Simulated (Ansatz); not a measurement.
Here is an unrelaxed guess for Nd3H2.

```
CELL_PARAMETERS angstrom
5.40844 0.00000 0.00000
-2.70422 4.68385 0.00000
0.00000 0.00000 4.30332
ATOMIC_POSITIONS crystal
Nd 0.50000 0.00000 0.50000
Nd 0.00000 0.50000 0.50000
Nd 0.50000 0.50000 0.50000
H 0.00000 0.00000 0.23637
H 0.00000 0.00000 0.76363
```

All numbers below come from Ansatz 0.2.0, DFT PBE, scalar-relativistic, plane waves, PAW, and for the lanthanide a 4f-in-core norm-conserving potential. Cutoff 660 eV; k points 6×6×4 on the computed 5-atom cell (Γ-centred); Gaussian smearing, width 0.10 eV; no spin polarisation.

The zero of energy is the elements' standard structures at the same level (H₂ as a molecule); no fitted shifts are applied.

**Question.** What does a single point on this coarse mesh give?

**Answer.** The pressure is 14.8 GPa (the mean over three directions, positive in compression), the largest force is 0.54 eV/Å, and the energy is +1.38 eV/atom against the elements. The shortest distance is 2.03 Å.

**Question.** Is it a good guess?

**Answer.** A rough one: relaxing gains about 0.80 eV/atom (the start's value is from the coarse mesh, so the gain is rough) in 25 ionic steps and ends at +0.59 eV/atom on the finer mesh. The symmetry stays P6/mmm (No. 191). The volume per atom grows by 25.0 %, from 21.8 to 27.3 Å³. The shortest distance goes from 2.03 Å (H–H) to 0.78 Å (H–H). The end holds H–H pairs as short as in free H₂ molecules (shortest 0.78 Å). The ratio c/a of the conventional cell changes by a factor of 0.60. Conventional cell: a = 6.892 Å, c = 3.314 Å. Nd is surrounded by 6 Nd at 3.31–3.45 Å and 4 H at 3.47 Å; H has 1 H at 0.78 Å, 1 H at 2.54 Å, 2 H at 3.31 Å and 6 Nd at 3.47 Å.

The last run used a 6×6×12 mesh (in the run's order of axes) for its 5-atom cell and Gaussian smearing of 0.10 eV. With hydrogen, zero-point motion can shift formation energies by some tens of meV/atom. The relaxation can't lower the symmetry of the start, and the grade says only how near the guess is to its own end. A structure relaxed within its symmetry needn't be a true minimum. Another cell of Nd3H2 relaxed alike, in P-3m1, lies 0.86 eV/atom lower, so this cell isn't the stable form at this level.

The lanthanide is trivalent by construction, without f bands, f moments or other valences. The reference runs of the other elements, and any phases without the lanthanide, used 420 eV, which shifts energies against them by under 10 meV/atom. The lanthanide's reference is the lowest of its hcp, dhcp and fcc cells.
